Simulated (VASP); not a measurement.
Be: single point with PBE

The system is Be.

```
Be
1.0
     1.12990    0.65235    5.35834
    -1.12990    0.65235    5.35834
     0.00000   -1.30470    5.35834
Be
3
Direct
  0.00000 0.00000 0.00000
  0.22161 0.22161 0.22161
  0.77839 0.77839 0.77839
```

The cell was built by a generator and needn't be a form met in nature.

```yaml
Program: VASP 6.6.1
Task: single point
Functional: PBE
Potentials_or_basis: VASP PAW PBE potentials, release 64 (Be)
Cutoff: 520 eV
k_mesh: 9 × 9 × 9
Occupations: gaussian, width 0.1 eV
Spin: no spin polarisation
Dipole_correction: no
Further_INCAR_settings: ALGO = Fast; EDIFF = 1e-06; NBANDS = 10
```

```json
{"Pressure": "0.1 GPa", "Band gap on the k mesh": "none (metal or under the smearing width)"}
```

Stress tensor (GPa, compression positive):
```
0.03 0.00 0.00
0.00 0.03 0.00
0.00 0.00 0.25
```

Levels at points of the mesh, in eV from the Fermi level:
| k point | band 1 | band 2 | band 3 | band 4 | band 5 | band 6 |
| --- | --- | --- | --- | --- | --- | --- |
| (0.00, 0.00, 0.00) | -10.97 | -7.18 | -7.18 | 6.64 | 6.81 | 17.14 |

Run time: 83 s on 1 thread of Intel(R) Xeon(R) Platinum 8488C (Sapphire Rapids) (shared host), peak memory 0.23 GiB.
